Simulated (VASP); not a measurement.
# Ca (Im-3m) in VASP: a series of runs

Runs on Ca. Level: RPBE. Tasks: single point.

All numbers are computed with VASP 6.6.1; they aren't measurements. Logs are shortened: lines on timing, memory, paths and dates and some standing lists are left out, and cuts for length are marked.

## Step 1: The crystal as given

The structure is cubic, space group Im-3m (No. 229). The conventional cell has a = 4.463 Å, b = 4.463 Å, c = 4.463 Å, α = 90.00°, β = 90.00°, γ = 90.00°. Ca (site symmetry m-3m) is surrounded by 8 Ca at 3.87 Å.

This isn't the form of Ca at room conditions, which is fcc.

## Step 2: Single point, RPBE

Contents of INCAR:

```
SYSTEM = Ca
ALGO = Normal
EDIFF = 1E-6
ENCUT = 520
GGA = RP
ISIF = 2
ISMEAR = -1
LASPH = .TRUE.
LCHARG = .TRUE.
LELF = .TRUE.
LREAL = .FALSE.
LVHAR = .TRUE.
LWAVE = .FALSE.
NBANDS = 11
NELM = 80
PREC = Accurate
SIGMA = 0.1
```

Contents of KPOINTS:

```
k-points
0
G
  16 16 16
  0 0 0
```

Contents of POSCAR:

```
Ca
1.0
   -2.2317412791      2.2317412791      2.2317412791
    2.2317412791     -2.2317412791      2.2317412791
    2.2317412791      2.2317412791     -2.2317412791
Ca
1
Direct
    0.0000000000      0.0000000000      0.0000000000
```

Potentials or basis: VASP PAW PBE potentials, release 64 (Ca_sv).

Run with:

```sh
cat potpaw_PBE.64/Ca_sv/POTCAR > POTCAR
mpirun -np 1 vasp_std > vasp.out
```

OUTCAR:

```text
SYSTEM = Ca
   EDIFF = 1E-6
   ENCUT = 520
   GGA = RP
   ISIF = 2
   ISMEAR = -1
   LASPH = .TRUE.
   LREAL = .FALSE.
   NELM = 80
   PREC = Accurate

 ion  position               nearest neighbor table
   1  0.000  0.000  0.000-

  LATTYP: Found a body centered cubic cell.
 ALAT       =     4.4634825582

  Lattice vectors:

 A1 = (  -2.2317412791,   2.2317412791,   2.2317412791)
 A2 = (   2.2317412791,  -2.2317412791,   2.2317412791)
 A3 = (   2.2317412791,   2.2317412791,  -2.2317412791)

Analysis of symmetry for initial positions (statically):
=====================================================================
 Subroutine PRICEL returns:
 Original cell was already a primitive cell.

 Routine SETGRP: Setting up the symmetry group for a
 body centered cubic supercell.

 Subroutine GETGRP returns: Found 48 space group operations
 (whereof 48 operations were pure point group operations)
 out of a pool of 48 trial point group operations.

The static configuration has the point symmetry O_h .

Analysis of symmetry for dynamics (positions and initial velocities):
=====================================================================
 Subroutine PRICEL returns:
 Original cell was already a primitive cell.

 Routine SETGRP: Setting up the symmetry group for a
 body centered cubic supercell.

 Subroutine GETGRP returns: Found 48 space group operations
 (whereof 48 operations were pure point group operations)
 out of a pool of 48 trial point group operations.

The dynamic configuration has the point symmetry O_h .

 Subroutine INISYM returns: Found 48 space group operations
 (whereof 48 operations are pure point group operations),
 and found     1 'primitive' translations

----------------------------------------------------------------------------------------

                                     Primitive cell

  volume of cell :      44.4623

  direct lattice vectors                    reciprocal lattice vectors
    -2.231741279  2.231741279  2.231741279     0.000000000  0.224040306  0.224040306
     2.231741279 -2.231741279  2.231741279     0.224040306  0.000000000  0.224040306
     2.231741279  2.231741279 -2.231741279     0.224040306  0.224040306  0.000000000

  length of vectors
     3.865489285  3.865489285  3.865489285     0.316840840  0.316840840  0.316840840

  position of ions in fractional coordinates (direct lattice)
     0.000000000  0.000000000  0.000000000

  ion indices of the primitive-cell ions
   primitive index   ion index
                 1           1

----------------------------------------------------------------------------------------

 KPOINTS: k-points

Automatic generation of k-mesh.
 Grid dimensions read from file:
 generate k-points for:   16   16   16

 Generating k-lattice:

  Cartesian coordinates                     Fractional coordinates (reciprocal lattice)
     0.000000000  0.014002519  0.014002519     0.062500000  0.000000000  0.000000000
     0.014002519  0.000000000  0.014002519     0.000000000  0.062500000  0.000000000
     0.014002519  0.014002519  0.000000000     0.000000000  0.000000000  0.062500000

  Length of vectors
     0.019802552  0.019802552  0.019802552

  Shift w.r.t. Gamma in fractional coordinates (k-lattice)
     0.000000000  0.000000000  0.000000000

 Subroutine IBZKPT returns following result:
 ===========================================

 Found    145 irreducible k-points:

 Following reciprocal coordinates:
            Coordinates               Weight
  0.000000  0.000000  0.000000      1.000000
  0.062500  0.000000  0.000000     12.000000
  0.125000  0.000000  0.000000     12.000000
  0.187500  0.000000  0.000000     12.000000
  0.250000  0.000000  0.000000     12.000000
  0.312500  0.000000  0.000000     12.000000
[... 16 lines left out ...]
  0.187500  0.187500  0.000000     24.000000
  0.250000  0.187500  0.000000     48.000000
 [... further k-points ...]
   k-points           NKPTS =    145   k-points in BZ     NKDIM =    145   number of bands    NBANDS=     11
   number of dos      NEDOS =    301   number of ions     NIONS =      1
   total plane-waves  NPLWV =  27000
   dimension x,y,z NGX =    30 NGY =   30 NGZ =   30
   dimension x,y,z NGXF=    60 NGYF=   60 NGZF=   60
   ions per type =               1
   NGX,Y,Z   is equivalent  to a cutoff of  12.90, 12.90, 12.90 a.u.
   NGXF,Y,Z  is equivalent  to a cutoff of  25.80, 25.80, 25.80 a.u.
 SYSTEM =  Ca
   PREC   = accura    normal or accurate (medium, high low for compatibility)
   ISTART =      0    job   : 0-new  1-cont  2-samecut
   ICHARG =      2    charge: 1-file 2-atom 10-const
   ISPIN  =      1    spin polarized calculation?
   LNONCOLLINEAR =      F non collinear calculations
   LSORBIT =      F    spin-orbit coupling
   LASPH  =      T    aspherical Exc in radial PAW
   ENCUT  =  520.0 eV  38.22 Ry    6.18 a.u.   7.19  7.19  7.19*2*pi/ulx,y,z
   NELM   =     80;   NELMIN=  2; NELMDL= -5     # of ELM steps
   EDIFF  = 0.1E-05   stopping-criterion for ELM
   LREAL  =      F    real-space projection
   EDIFFG = 0.1E-04   stopping-criterion for IOM
   NSW    =      0    number of steps for IOM
   IBRION =     -1    ionic relax: 0-MD 1-quasi-New 2-CG
   NFREE  =      0    steps in history (QN), initial steepest desc. (CG)
   ISIF   =      2    stress and relaxation
   ISYM   =      2    0-nonsym 1-usesym 2-fastsym
   POTIM  = 0.5000    time-step for ionic-motion
   TEBEG  =    0.0;   TEEND  =   0.0 temperature during run
   PSTRESS=    0.0 pullay stress
   NELECT =      10.0000    total number of electrons
   NUPDOWN=      -1.0000    fix difference up-down
   EMIN   =  10.00;   EMAX   =-10.00  energy-range for DOS
   EFERMI =   0.00;   METHOD = LEGACY
   ISMEAR =    -1;   SIGMA  =   0.10  broadening in eV -4-tet -1-fermi 0-gaus
   EFERMI_NEDOS =   21; number of points for ismear=-14 and -15
   IALGO  =     38    algorithm
   IMIX   =      4    mixing-type and parameters
     AMIX     =   0.40;   BMIX     =  1.00
     AMIX_MAG =   1.60;   BMIX_MAG =  1.00
  volume/ion in A,a.u.               =      44.46       300.05
  Fermi-wavevector in a.u.,A,eV,Ry     =   0.995583  1.881380 13.485909  0.991186
  Thomas-Fermi vector in A             =   2.127613
   LORBIT       =      0    0 simple, 1 ext, 2 COOP (PROOUT), +10 PAW based schemes
   GGA     = RP    functional components
   LHFCALC =     F    Hartree Fock is set to
   AEXX    =    0.0000 exact exchange contribution
   IVDW    =     0    specifies the selected vdW correction
   LEPSILON=     F    determine dielectric tensor
   LRPA    =     F    only Hartree local field effects (RPA)
 non-spin polarized calculation
  energy-cutoff  :      520.00
  volume of cell :       44.46
 maximum number of plane-waves:      1220
 NGX is ok and might be reduce to    30
   NGX = 15   NGY = 15   NGZ = 15

 number of electron      10.0000002 magnetization

 Free energy of the ion-electron system (eV)
  ---------------------------------------------------
  ext. energy  EPLUGINS =         0.00000000
  ---------------------------------------------------
  free energy    TOTEN  =        -1.75404871 eV

  energy without entropy =       -1.70629830  energy(sigma->0) =       -1.73017350

 E-fermi :   1.8943     XC(G=0):  -7.4533

 val. band max:        1.8910325394   @ k =  -0.4375  -0.4375   0.1250
 cond. band min:       1.8977042792   @ k =  -0.4375   0.5000   0.3125
 fundamental gap:      0.0066717399
 Fermi energy:         1.8942698581

 k-point     1 :       0.0000    0.0000    0.0000
  band No.  band energies     occupation
      1     -40.3890      2.00000
      2     -21.2514      2.00000
      3     -21.2514      2.00000
      4     -21.2514      2.00000
      5      -2.0542      2.00000
      6       4.1895      0.00000
      7       4.1895      0.00000
      8       4.1895      0.00000
      9       5.1776      0.00000
     10       5.1776      0.00000
     11      11.8046      0.00000

 k-point     2 :       0.0625    0.0000    0.0000
  band No.  band energies     occupation
      1     -40.3886      2.00000
      2     -21.2558      2.00000
      3     -21.2529      2.00000
      4     -21.2514      2.00000
      5      -1.9866      2.00000
      6       4.1471      0.00000
      7       4.1643      0.00000
      8       4.2394      0.00000
      9       5.1259      0.00000
     10       5.1785      0.00000
     11      11.7088      0.00000

 k-point     3 :       0.1250    0.0000    0.0000
  band No.  band energies     occupation
      1     -40.3873      2.00000
      2     -21.2682      2.00000
      3     -21.2571      2.00000
      4     -21.2513      2.00000
      5      -1.7861      2.00000
      6       4.0307      0.00000
      7       4.0578      0.00000
      8       4.3871      0.00000
      9       5.0256      0.00000
     10       5.1844      0.00000
     11      11.2790      0.00000

 k-point     4 :       0.1875    0.0000    0.0000
  band No.  band energies     occupation
      1     -40.3855      2.00000
      2     -21.2868      2.00000
      3     -21.2633      2.00000
      4     -21.2513      2.00000
      5      -1.4600      2.00000
      6       3.8182      0.00000
      7       3.8672      0.00000
      8       4.6257      0.00000
      9       4.9783      0.00000
     10       5.2022      0.00000
     11      10.4202      0.00000

 k-point     5 :       0.2500    0.0000    0.0000
  band No.  band energies     occupation
      1     -40.3833      2.00000
      2     -21.3085      2.00000
      3     -21.2707      2.00000
      4     -21.2512      2.00000
      5      -1.0212      2.00000
      6       3.4637      0.00000
      7       3.6883      0.00000
      8       4.9423      0.00000
      9       5.0056      0.00000
     10       5.2383      0.00000
     11       9.3933      0.00000
[... 211 lines left out ...]
 k-point    21 :       0.3750    0.1250    0.0000
  band No.  band energies     occupation
      1     -40.3777      2.00000
      2     -21.3557      2.00000
      3     -21.2930      2.00000
      4     -21.2571      2.00000
      5       0.8685      1.99993
      6       2.1697      0.11969
      7       3.2107      0.00000
      8       5.0368      0.00000
      9       5.4248      0.00000
     10       6.1154      0.00000
     11       7.0536      0.00000

 k-point    22 :       0.4375    0.1250   -0.0000
  band No.  band energies     occupation
      1     -40.3773      2.00000
      2     -21.3590      2.00000
      3     -21.2949      2.00000
      4     -21.2572      2.00000
      5       1.2548      1.99667
      6       1.8436      1.24811
      7       3.1816      0.00001
      8       5.0280      0.00000
      9       5.4455      0.00000
     10       6.2447      0.00000
     11       6.8760      0.00000

 k-point    23 :       0.1875    0.1875    0.0000
  band No.  band energies     occupation
      1     -40.3807      2.00000
      2     -21.3283      2.00000
      3     -21.2787      2.00000
      4     -21.2592      2.00000
      5      -0.3656      2.00000
      6       3.1121      0.00001
      7       3.4058      0.00000
      8       4.9156      0.00000
      9       5.3667      0.00000
     10       5.4218      0.00000
     11       8.6028      0.00000

 k-point    24 :       0.2500    0.1875    0.0000
  band No.  band energies     occupation
      1     -40.3790      2.00000
      2     -21.3399      2.00000
      3     -21.2882      2.00000
      4     -21.2607      2.00000
      5       0.1832      2.00000
      6       2.7944      0.00025
      7       3.2351      0.00000
      8       4.9812      0.00000
      9       5.3891      0.00000
     10       5.7673      0.00000
     11       7.7724      0.00000

 [... further k-points ...]
[... 5 lines left out ...]
  --------------------------------------------------------------------------------------
  -------------------------------------------------------------------------------------
  Total        0.0046776      0.0046776      0.0046776     -0.0000000     -0.0000000      0.0000000
  in kB        0.1685541      0.1685541      0.1685541     -0.0000000     -0.0000000      0.0000000
  external PRESSURE =       0.1685541 kB  Pullay stress =       0.0000000 kB

 VOLUME and BASIS-vectors are now :
 -----------------------------------------------------------------------------
  energy-cutoff  :      520.00
  volume of cell :       44.46
      direct lattice vectors                 reciprocal lattice vectors
    -2.231741279  2.231741279  2.231741279     0.000000000  0.224040306  0.224040306
     2.231741279 -2.231741279  2.231741279     0.224040306  0.000000000  0.224040306
     2.231741279  2.231741279 -2.231741279     0.224040306  0.224040306  0.000000000

 POSITION                                       TOTAL-FORCE (eV/Angst)
 -----------------------------------------------------------------------------------
      0.00000      0.00000      0.00000         0.000000     -0.000000      0.000000
 -----------------------------------------------------------------------------------
    total drift:                               -0.000000     -0.000000      0.000000

  FREE ENERGIE OF THE ION-ELECTRON SYSTEM (eV)
  ---------------------------------------------------
  free  energy   TOTEN  =        -1.7540487089 eV

  energy  without entropy=       -1.7062982965  energy(sigma->0) =       -1.73017350
```

Run time: 24 s. Hardware: 1 thread of Intel Xeon 6975P-C (Granite Rapids), shared host; peak memory 0.21 GiB.

Results:

| Item | Value |
| --- | --- |
| Free energy | -1.7540 eV |
| Pressure | 0.0 GPa |
| Band gap on the k mesh | none (metal or under the smearing width) |

Levels at points of the mesh, in eV from the Fermi level:
```tsv
k point	band 1	band 2	band 3	band 4	band 5	band 6	band 7	band 8	band 9	band 10
(0.00, 0.00, 0.00)	-42.28	-23.15	-23.15	-23.15	-3.95	2.30	2.30	2.30	3.28	3.28
(0.50, 0.00, 0.00)	-42.27	-23.26	-23.18	-23.15	-0.83	-0.08	1.38	3.19	3.54	4.24
(0.50, 0.50, 0.50)	-42.26	-23.23	-23.23	-23.23	0.13	0.13	3.75	3.75	3.75	4.03
```

Caveat: the PAW data sets were made with another functional, which shifts forces and pressure a little.

[end of part 1 of 2]
